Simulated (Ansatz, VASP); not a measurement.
## ZnO (zincite) in two plane-wave programs

Aim: how closely do two programs agree when they are given the same cell, functional and k mesh?

Program: Ansatz 0.2.0. Level of theory: plane waves, with VASP 6.6.1 beside it; single point at PBEsol. Results are calculated unless marked as measured.

## 1. The starting structure

It takes space group P6_3mc (No. 186, hexagonal). The conventional cell has a = 3.249 Å, b = 3.249 Å, c = 5.206 Å, α = 90.00°, β = 90.00°, γ = 120.00°. Nearest to Zn lie 4 O at 1.97 to 1.98 Å. O has 4 Zn at 1.97 to 1.98 Å nearest. Farther neighbours and most contacts between anions are not listed.

Coordinates:

```cif
data_structure
_symmetry_space_group_name_H-M 'P 1'
_symmetry_Int_Tables_number 1
_cell_length_a 3.2493
_cell_length_b 3.2493
_cell_length_c 5.2057
_cell_angle_alpha 90.000
_cell_angle_beta 90.000
_cell_angle_gamma 120.000
_cell_volume 47.60
loop_
_atom_site_label
_atom_site_type_symbol
_atom_site_fract_x
_atom_site_fract_y
_atom_site_fract_z
_atom_site_occupancy
Zn1 Zn 0.66667 0.33333 0.00000 1
Zn2 Zn 0.33333 0.66667 0.50000 1
O3 O 0.33333 0.66667 0.87901 1
O4 O 0.66667 0.33333 0.37901 1
```

## 2. VASP: single point, PBEsol

With cell and atoms fixed, the geometry can't cause a difference; cores, projectors, grids and the points listed under the comparison can.

Lines of VASP's logs that name or quote its potential files are left out, and so is its time.

The input, INCAR:

```
SYSTEM = ZnO
PREC = Accurate
ENCUT = 520
EDIFF = 1E-05
NELM = 100
ISMEAR = 0
SIGMA = 0.05
LREAL = .FALSE.
ALGO = Normal
GGA = PS
NBANDS = 24
LORBIT = 11
LWAVE = .FALSE.
LCHARG = .FALSE.
KPAR = 8
```

The input, POSCAR:

```
ZnO
1.0
    3.2493080000      0.0000000000      0.0000000000
   -1.6246540000      2.8139832727      0.0000000000
    0.0000000000      0.0000000000      5.2057090000
Zn O
2 2
Direct
    0.6666666667      0.3333333333      0.0000000000
    0.3333333333      0.6666666667      0.5000000000
    0.3333333333      0.6666666667      0.8790100000
    0.6666666667      0.3333333333      0.3790100000
```

The input, KPOINTS:

```
Automatic mesh
0
Gamma
8 8 4
0 0 0
```

The projector-augmented-wave data sets are Zn and O (PBE family, release 64).

Run with:

```bash
$ mpirun -np 8 vasp_std
```

Numbers of over 12 decimals in the logs are rounded to 6 here.

Output:

```text
[banner, memory and clock lines left out]
running    8 mpi-ranks, on    1 nodes
 distrk:  each k-point on    1 cores,    8 groups
 distr:  one band on    1 cores,    1 groups

 POSCAR found type information on POSCAR ZnO
 POSCAR found :  2 types and       4 ions
|                                                                             |
|           W    W    AA    RRRRR   N    N  II  N    N   GGGG   !!!           |
|           W    W   A  A   R    R  NN   N  II  NN   N  G    G  !!!           |
|           W    W  A    A  R    R  N N  N  II  N N  N  G       !!!           |
|           W WW W  AAAAAA  RRRRR   N  N N  II  N  N N  G  GGG   !            |
|           WW  WW  A    A  R   R   N   NN  II  N   NN  G    G                |
|           W    W  A    A  R    R  N    N  II  N    N   GGGG   !!!           |
|                                                                             |
|     For optimal performance we recommend to set                             |
|       NCORE = 2 up to number-of-cores-per-socket                            |
|     NCORE specifies how many cores store one orbital (NPAR=cpu/NCORE).      |
|     This setting can greatly improve the performance of VASP for DFT.       |
|     The default, NCORE=1 might be grossly inefficient on modern             |
|     multi-core architectures or massively parallel machines. Do your        |
|     Unfortunately you need to use the default for GW and RPA                |
|     calculations (for HF NCORE is supported but not extensively tested      |
|     yet).                                                                   |
|                                                                             |

|                                                                             |
|               ----> ADVICE to this user running VASP <----                  |
|                                                                             |
|     You enforced a specific xc type in the INCAR file but a different       |
|     [... a line on the potential file left out ...]
|     I HOPE YOU KNOW WHAT YOU ARE DOING!                                     |
|                                                                             |

 LDA part: xc-table for (Slater+PW92), standard interpolation
 POSCAR, INCAR and KPOINTS ok, starting setup
 FFT: planning ... GRIDC
 FFT: planning ... GRID_SOFT
 FFT: planning ... GRID
 WAVECAR not read
 entering main loop
       N       E                     dE             d eps       ncg     rms          rms(c)
DAV:   1     0.281461054693E+03    0.28146E+03   -0.18459E+04  1448   0.217E+03
DAV:   2     0.541370459946E+01   -0.27605E+03   -0.26222E+03  1608   0.427E+02
DAV:   3    -0.217888375973E+02   -0.27203E+02   -0.27001E+02  1656   0.140E+02
DAV:   4    -0.222071859749E+02   -0.41835E+00   -0.41815E+00  1648   0.185E+01
DAV:   5    -0.222096932967E+02   -0.25073E-02   -0.25073E-02  1680   0.136E+00    0.140E+01
DAV:   6    -0.193095334448E+02    0.29002E+01   -0.77799E+00  2520   0.654E+01    0.906E+00
DAV:   7    -0.194500056331E+02   -0.14047E+00   -0.23546E+00  1520   0.169E+01    0.535E+00
DAV:   8    -0.194524087287E+02   -0.24031E-02   -0.58316E-01  1992   0.734E+00    0.161E+00
DAV:   9    -0.194041274710E+02    0.48281E-01   -0.10958E-01  2200   0.641E+00    0.355E-01
DAV:  10    -0.194060494303E+02   -0.19220E-02   -0.40244E-02  1440   0.143E+00    0.121E-01
DAV:  11    -0.194060131748E+02    0.36256E-04   -0.87387E-04  1880   0.308E-01    0.277E-02
DAV:  12    -0.194060417902E+02   -0.28615E-04   -0.39881E-05  1608   0.769E-02    0.249E-02
DAV:  13    -0.194060370291E+02    0.47611E-05   -0.91046E-06  1088   0.613E-02
   1 F= -.19406037E+02 E0= -.19406037E+02  d E =-.159179E-11
```

From OUTCAR (step 2):

```text
ion  position               nearest neighbor table
   1  0.667  0.333  0.000-   4 1.97   3 1.98   3 1.98   3 1.98
   2  0.333  0.667  0.500-   3 1.97   4 1.98   4 1.98   4 1.98
   3  0.333  0.667  0.879-   2 1.97   1 1.98   1 1.98   1 1.98
   4  0.667  0.333  0.379-   1 1.97   2 1.98   2 1.98   2 1.98

  LATTYP: Found a hexagonal cell.
 ALAT       =     3.2493080000
 C/A-ratio  =     1.6020977390

 Subroutine GETGRP returns: Found 12 space group operations
 (whereof  6 operations were pure point group operations)

The static configuration has the point symmetry C_3v.
 The point group associated with its full space group is C_6v.

 Found     30 irreducible k-points:

   k-points           NKPTS =     30   k-points in BZ     NKDIM =     30   number of bands    NBANDS=     24

   dimension x,y,z NGX =    24 NGY =   24 NGZ =   40
   dimension x,y,z NGXF=    48 NGYF=   48 NGZF=   80

   ENCUT  =  520.0 eV  38.22 Ry    6.18 a.u.   6.04  6.04  9.68*2*pi/ulx,y,z

   NELECT =      36.0000    total number of electrons

 k-points in reciprocal lattice and weights: Automatic mesh
   0.00000000  0.00000000  0.00000000       0.004
   0.12500000 -0.00000000  0.00000000       0.023
   0.25000000 -0.00000000  0.00000000       0.023
   0.37500000 -0.00000000  0.00000000       0.023
   0.50000000 -0.00000000  0.00000000       0.012
   0.12500000  0.12500000  0.00000000       0.023
   0.25000000  0.12500000  0.00000000       0.047
   0.37500000  0.12500000  0.00000000       0.047
   0.25000000  0.25000000  0.00000000       0.023
[...]
0.25000000  0.25000000  0.50000000       0.023
   0.37500000  0.25000000  0.50000000       0.023

 average (electrostatic) potential at core
       1 -35.6508       2 -35.6508       3 -73.1877       4 -73.1877

 E-fermi :   1.2643

 k-point     1 :       0.0000    0.0000    0.0000
  band No.  band energies     occupation
    ...
     14       0.2286      2.00000
     15       0.2286      2.00000
     16       0.9755      2.00000
     17       1.0478      2.00000
     18       1.0479      2.00000
     19       1.7314      0.00000
     20       6.1458      0.00000
     21       9.1881      0.00000
     22      13.7637      0.00000
     23      13.7637      0.00000
    ...

 k-point     2 :       0.1250   -0.0000    0.0000
  band No.  band energies     occupation
    ...
     14      -0.3279      2.00000
     15       0.0213      2.00000
     16       0.2262      2.00000
     17       0.8689      2.00000
     18       0.9379      2.00000
     19       2.7660      0.00000
     20       6.7747      0.00000
     21       9.1713      0.00000
     22      12.3526      0.00000
     23      13.9168      0.00000
    ...

 k-point     3 :       0.2500   -0.0000    0.0000
  band No.  band energies     occupation
    ...
     14      -1.4739      2.00000
     15      -0.6756      2.00000
     16      -0.4800      2.00000
     17       0.5419      2.00000
     18       0.6553      2.00000
     19       4.2204      0.00000
     20       7.9834      0.00000
     21       9.0766      0.00000
     22      10.5206      0.00000
     23      12.5485      0.00000
    ...

  Total       -0.4044278     -0.4044278      0.1100152      0.0000000      0.0000000      0.0000000
  in kB      -13.6131715    -13.6131715      3.7031481      0.0000000      0.0000000      0.0000000
  external PRESSURE =      -7.8410650 kB  Pullay stress =       0.0000000 kB

  energy-cutoff  :      520.00
  volume of cell :       47.60
      direct lattice vectors                 reciprocal lattice vectors
     3.249308000  0.000000000  0.000000000     0.307757836  0.177684070  0.000000000
    -1.624654000  2.813983273  0.000000000     0.000000000  0.355368139  0.000000000
     0.000000000  0.000000000  5.205709000     0.000000000  0.000000000  0.192096792

 POSITION                                       TOTAL-FORCE (eV/Angst)
 -----------------------------------------------------------------------------------
      1.62465      0.93799      0.00000        -0.000000     -0.000000     -0.066274
     -0.00000      1.87599      2.60285        -0.000000      0.000000     -0.066274
     -0.00000      1.87599      4.57587        -0.000000      0.000000      0.066274
      1.62465      0.93799      1.97302         0.000000      0.000000      0.066274
 -----------------------------------------------------------------------------------
    total drift:                               -0.000000     -0.000000     -0.000259

  FREE ENERGIE OF THE ION-ELECTRON SYSTEM (eV)
  ---------------------------------------------------
  free  energy   TOTEN  =       -19.4060370291 eV

  energy  without entropy=      -19.4060370291  energy(sigma->0) =      -19.40603703

 total charge
# of ion       s       p       d       tot
------------------------------------------
    1        0.463   0.495   9.903  10.860
    2        0.463   0.495   9.903  10.860
    3        1.544   3.437   0.000   4.981
    4        1.544   3.437   0.000   4.981
--------------------------------------------------
tot          4.014   7.863  19.806  31.683

[... 3 further parts left out ...]
```

The run ends at a pressure of -0.78 GPa, with forces up to 0.066 eV/Å.

## 3. Ansatz: single point, PBEsol

Ansatz runs on its default PAW (the set named soft_2) files.

The same cell, functional, mesh and smearing now go to Ansatz, which takes its cutoff from its data sets.

The input, input.yaml:

```yaml
crystal:
  lattice:
    - [3.249308, 0.0, 0.0]
    - [-1.624654, 2.8139832727, 0.0]
    - [0.0, 0.0, 5.205709]
  atoms:
    - { symbol: Zn, position: [0.6666666667, 0.3333333333, 0.0] }
    - { symbol: Zn, position: [0.3333333333, 0.6666666667, 0.5] }
    - { symbol: O, position: [0.3333333333, 0.6666666667, 0.87901] }
    - { symbol: O, position: [0.6666666667, 0.3333333333, 0.37901] }
hamiltonian:
  xc: pbesol
  pseudopotentials: { kind: paw }
kpoints:
  mp_grid: { grid: [8, 8, 4] }
scf:
  occupations: { method: gaussian, width: 0.05 }
  n_extra_bands: 5
output:
  forces: true
  stress: true
  eigenvalues: true
  write_density: true
  write_potential: true
  elf: true
  volumetric_format: npy
```

Run with:

```bash
$ ansatz run input.yaml --threads 2 --pin off --max-ram 4608MiB --backend cpu --events-out ev --progress --plain --runs-dir out
```

Output:

```text
scf.n_extra_bands = 5 over 18 filled bands (N_el = 36.0): the run solves 23 bands
Engine: ansatz 0.2.0, aarch64-unknown-linux-gnu
Pseudopotentials: kind: paw
Pseudopotential: Zn, paw, valence charge 12, recommended cutoff 420 eV (normal), Zn.paw.azcp
Pseudopotential: O, paw, valence charge 6, recommended cutoff 420 eV (normal), O.paw.azcp
Functional definition: PBEsol
  exchange = pbesol_x
  correlation = pbesol_c
Crystal: 4 atoms, lattice volume = 47.598 Å³
Basis set: ecut = 420 eV, 941 PW (Γ), exchange–correlation on 48×48×72 points (8 copies of the dense FFT grid, shifted against one another)
Bands: 23, of which v1, the nominal top of the filled ones, is band 18 counted from 1 (17 counted from 0)
Symmetry: 12 space group operations
Space group: P63mc (ITA 186), of the structure as read, at distance tolerance 3.6e-5 Å
k-points: 30 of 256 (time reversal used)
Non-local potential: Zn, projectors of the file, l = 0: 2, l = 1: 2, l = 2: 3, l = 3: 1
Non-local potential: O, projectors of the file, l = 0: 2, l = 1: 2, l = 2: 1
PAW form: soft (Blöchl's): semilocal exchange-correlation on the pseudo side does not see the compensation charge
PAW frozen core: Zn, regenerated for the run's functional, and the local potential with it (the file was generated under x = pbe(κ = 0.804, μ = 0.219515), c = pbe(β = 0.066725))
PAW frozen core: O, regenerated for the run's functional, and the local potential with it (the file was generated under x = pbe(κ = 0.804, μ = 0.219515), c = pbe(β = 0.066725))
PAW one-centre angular grid: Zn, 590 points (default); XC on 64 Gauss nodes
PAW one-centre angular grid: O, 110 points (default); XC on 64 Gauss nodes
Initial density: superposition of atomic densities (neutral atoms: chi_scale 0, normalization atom), corrected by the library's trained network
Initial wavefunctions: pseudopotential atomic-orbital guess
Functional: x = pbesol(κ = 0.804, μ = 0.123457), c = pbesol(β = 0.046)
SCF iter   1: F=—  HF=-7684.278667 eV  |F-HF|=—  |Δ(HF+E_count)|=         —  Δρ=1.58e-2  dr2=9.51e-2  ethr=1.77e-3  ⟨swp⟩=6.2  Hψ=3117  notcnv=0
preconditioner: auto → Resta (q_TF=auto, 2.604 Å⁻¹)  ε∞=6.9  [insulator: Δε(μ)=0.559 eV  Ē_g=13.282 eV  σ=0.050 eV  W_gap=1.00  n_scr=22 (ndim 8)  ℏωp=32.3 eV  f_vac=0.035  D(μ)=0.00/eV (n_scr^D=0)  ε∞_Penn≈6.9]
SCF iter   2: F=—  HF=-7684.253955 eV  |F-HF|=—  |Δ(HF+E_count)|=   2.47e-2  Δρ=2.13e-3  dr2=9.87e-4  ethr=2.64e-4  ⟨swp⟩=3.0  Hψ=1583  notcnv=0  defer=29
SCF iter   3: F=—  HF=-7684.253951 eV  |F-HF|=—  |Δ(HF+E_count)|=   3.62e-6  Δρ=1.13e-3  dr2=4.63e-4  ethr=2.74e-6  ⟨swp⟩=1.1  Hψ=699  notcnv=0  defer=30
SCF iter   4: F=—  HF=-7684.253959 eV  |F-HF|=—  |Δ(HF+E_count)|=   7.97e-6  Δρ=4.82e-4  dr2=9.66e-5  ethr=1.29e-6  ⟨swp⟩=1.0  Hψ=660  notcnv=0  defer=30
SCF iter   5: F=—  HF=-7684.253966 eV  |F-HF|=—  |Δ(HF+E_count)|=   7.06e-6  Δρ=1.65e-4  dr2=8.70e-6  ethr=2.68e-7  ⟨swp⟩=2.0  Hψ=1140  notcnv=0  defer=30
SCF iter   6: F=—  HF=-7684.253966 eV  |F-HF|=—  |Δ(HF+E_count)|=   2.81e-7  Δρ=2.67e-5  dr2=2.94e-7  ethr=2.42e-8  ⟨swp⟩=2.0  Hψ=1140  notcnv=0  defer=30
SCF iter   7: F=-7684.253966 eV  HF=-7684.253966 eV  |F-HF|=5.56e-8  |Δ(HF+E_count)|=   5.03e-8  Δρ=8.95e-6  dr2=3.90e-8  ethr=2.78e-10  ⟨swp⟩=11.6  Hψ=4918  notcnv=0
SCF 1 converged in 7 iterations: F = -7684.253966 eV  dr2 = 3.90e-8
  greatest PAW one-centre occupation: 0.987 electrons in one spin orbital (limit 2), on the Zn atom at site 1 (counted from 0), in its partial waves of l = 2
SCF converged after 7 iterations
Free energy (F): -7684.253966 eV
Harris-Foulkes:  -7684.253966 eV  (|F-HF|=5.56e-8)
Internal energy: -7684.253966 eV  (E = F + TS)
E sigma→0 (E₀):  -7684.253966 eV
Fermi energy:    7.413161 eV
--- Per-component energies (eV) ---
  E_band       = 59.543010
  E_kinetic    = 610.215095
  E_local      = -4002.109317  (includes V_loc(G=0)·N_el)
  E_nonlocal   = 1338.086008
  E_hartree    = 1639.938060
  E_xc         = -414.820135
  E_vxc        = -289.277429  (∫ρ·V_xc dr)
  E_paw        = -3894.638454  (= ΣΔE_a)
  E_vpaw       = -877.258798  (= ΣTr[D̂ρ^β])
  E_aug_tail   = 0.004235  (compensation charges beyond the density's cutoff)
  E_ewald      = -2962.594745
  E_core_change = 1.665286  (= ΣΔE_core)
  E_smearing   = -0.000000  (= −TS)
  E_closure    = -0.000000  (closes the sum)
  Σ components = -7684.253966   (vs F -7684.253966, Δ=0.00e0)
--- Forces (eV/Å), atoms counted from 1 ---
  atom   1  Zn     0.00000000     0.00000000    -0.06184254
  atom   2  Zn     0.00000000    -0.00000000    -0.06184254
  atom   3  O      0.00000000     0.00000000     0.06184563
  atom   4  O      0.00000000    -0.00000000     0.06184563
  max |Σ_I F_I| component: 6.17e-6 eV/Å
--- Stress (GPa, compression-positive) ---
       -2.005364       0.000000      -0.000000
        0.000000      -2.005364      -0.000000
       -0.000000      -0.000000      -0.352543
  P = ⅓ Tr σ = -1.4544 GPa (-14.544 kbar)
--- Band table (eV; the first three rows and the last of 30) ---
  k-point 0: bands = [... 14 lower, 6.2446, 6.9881, 7.0620, 7.0620, 7.7618, 12.1842, 15.2069, 19.8127, ... 1 higher]
  k-point 1: bands = [... 14 lower, 6.3664, 6.3664, 6.9445, 6.9445, 8.9215, 11.6828, 15.6691, 19.2986, ... 1 higher]
  k-point 2: bands = [... 14 lower, 6.6578, 6.6578, 6.6578, 6.6578, 10.4443, 10.4443, 17.0570, 17.0570, ... 1 higher]
  k-point 29: bands = [... 14 lower, 4.5194, 4.5194, 5.8177, 5.8177, 14.1751, 14.1751, 15.4224, 15.4224, ... 1 higher]
```

Run time: 2.4 s. Hardware: 2 threads of Arm Neoverse V1, shared host; peak memory 0.34 GiB.

The run ends at a pressure of -1.45 GPa, with forces up to 0.062 eV/Å.

## 4. Side by side

Known differences besides the potentials themselves: the cutoff is 420 eV in Ansatz and 520 eV in VASP; Ansatz makes its cores anew for this functional, VASP keeps those of its PBE data sets; VASP leaves aspherical gradient terms in its spheres out (LASPH is not set), Ansatz keeps them. Total energies have different zeros and are not compared.

Both answers:

| quantity | Ansatz | VASP | difference |
| --- | --- | --- | --- |
| pressure (GPa) | -1.45 | -0.78 | -0.67 |
| pressure without Ansatz's Pulay correction (GPa) | -2.21 | -0.78 | -1.42 |
| gap on the k mesh (eV) | 0.700 | 0.683 | +0.016 |

Forces (eV/Å; atoms numbered as in POSCAR):

| atom | Ansatz x, y, z | VASP x, y, z |
| --- | --- | --- |
| Zn1 | 0.000, 0.000, -0.062 | 0.000, 0.000, -0.066 |
| Zn2 | 0.000, 0.000, -0.062 | 0.000, 0.000, -0.066 |
| O3 | 0.000, 0.000, 0.062 | 0.000, 0.000, 0.066 |
| O4 | 0.000, 0.000, 0.062 | 0.000, 0.000, 0.066 |

The forces differ by 2.6 meV/Å r.m.s., which is 6.7 % of the r.m.s. force of 0.04 eV/Å (both taken over all components). A gap on the mesh is an upper bound, since the band edges may lie between its points. Ansatz's pressure holds a Pulay correction of 0.75 GPa; VASP's holds none.

## 5. Outcome

```yaml
r_m_s_force_difference_single_point_pbesol: 2.6 meV/Å
difference_in_pressure_single_point_pbesol: -0.67 GPa
```

**Reading.** The difference in pressure is -0.67 GPa (single point, PBEsol), within the 1 GPa picked in this series as the mark of a large difference. How closely two codes agree says nothing of how well the functional describes the real material.

[Lines on the potential files, build, host, timing and source positions are cut from VASP's logs without a mark.]

[Logs are printed without paths, hosts, clocks, repeated set-up lines and the standing remarks that a program may print on its own settings, such as how far it seeks lower states.]

[Hosts, paths, dates, database ids (printed as entryN), source tags and the programs' standing remarks are cut or masked in the printed files.]
